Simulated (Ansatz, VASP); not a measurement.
One calculation of AlN, two programs

```xyz
2
Lattice="0.0000 2.2071 2.2071 2.2016 0.0055 2.2016 2.2016 2.2016 0.0055" Properties=species:S:1:pos:R:3 pbc="T T T"
Al    0.0000    0.0000    0.0000
N     3.3024    3.3106    3.3106
```

Change from the starting cell: strain +0.0050 x Voigt [0, 0, 0, 1, 0, 0], atoms carried along.

Alike in both runs: task single point; functional PBE; k mesh 10 × 10 × 10; occupations gaussian, width 0.05 eV; no spin polarisation.

```csv
,VASP,Ansatz
version,VASP 6.6.1,Ansatz 0.2.0
potentials or method,"VASP PAW PBE potentials, release 64 (Al, N)","scalar-relativistic, plane waves, PAW"
plane-wave cutoff (eV),520,420
valence electrons in the cell,8,8
```

VASP gave:

```
gap on the k mesh at the Fermi level (eV)       : 3.29
least direct gap on the mesh (eV)               : 3.97
pressure (GPa)                                  : -0.3
largest component of the traceless stress (GPa) : 1.07
rms of the force components (eV/Å)              : 0.023
```

Q: Estimate Ansatz's values.

A: gap on the k mesh at the Fermi level (eV): 3.30; least direct gap on the mesh (eV): 3.96; pressure (GPa): 0.0; largest component of the traceless stress (GPa): 1.07; rms of the force components (eV/Å): 0.023.

Atom by atom the forces differ by 0.000 eV/Å (rms over components).

A k mesh can miss the band edges.
